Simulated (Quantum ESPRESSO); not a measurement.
NaCl under changes of volume

One of the cells (21.478 Å³/atom); the others are scaled copies at fixed shape and fractional positions:

```
Cl Na
1.0
     3.50219    0.00000    0.00000
     0.00000    3.50219    0.00000
     0.00000    0.00000    3.50219
Cl Na
1 1
Direct
  0.50000 0.50000 0.50000
  0.00000 0.00000 0.00000
```

Measurements of this composition are mostly on another form, of space group No. 225.

```yaml
Program: Quantum ESPRESSO 7.5
Functional: rev-vdW-DF2
Potentials_or_basis: PseudoDojo 0.4.1 SR PBE standard
Cutoff: 1197 eV
Density_cutoff: 4789 eV
k_mesh: 8 × 8 × 8
Occupations: fermi-dirac, width 0.05 eV
Spin: no spin polarisation
```

| volume (Å³/atom) | energy over the lowest point (meV/atom) | pressure (GPa) | gap on the mesh (eV) |
| --- | --- | --- | --- |
| 20.189 | 1.90 | 1.0 | 4.11 |
| 20.619 | ? | ? | ? |
| 21.048 | 0.00 | -0.2 | 3.97 |
| 21.478 | 1.36 | -0.8 | 3.90 |
| 21.907 | 4.03 | -1.2 | 3.83 |
| 22.337 | 7.73 | -1.6 | 3.77 |
| 22.766 | 12.61 | -2.0 | 3.71 |

What does the run at 20.619 Å³/atom give?

Energy over the lowest point 0.12 meV/atom; pressure 0.3 GPa; gap on the mesh 4.04 eV.

Worked out: A Birch-Murnaghan fit of order 3 (a polynomial in V^(-2/3)) to the other rows has its minimum at 20.86 Å³/atom with B0 = V·E''(V) = 28 GPa and B' = 4.7. It gives 0.14 meV/atom at 20.619 Å³/atom, against the run's 0.12, and -dE/dV = 0.3 GPa, against 0.3. A straight line through the other rows of the gap, of slope -3.35 eV per unit of ln V, gives 4.04 eV, against the run's 4.04.

Energies are extrapolated to zero smearing.

Caveats: the potentials were made for another functional, which shifts forces and pressure.

A mesh can miss the band edges.
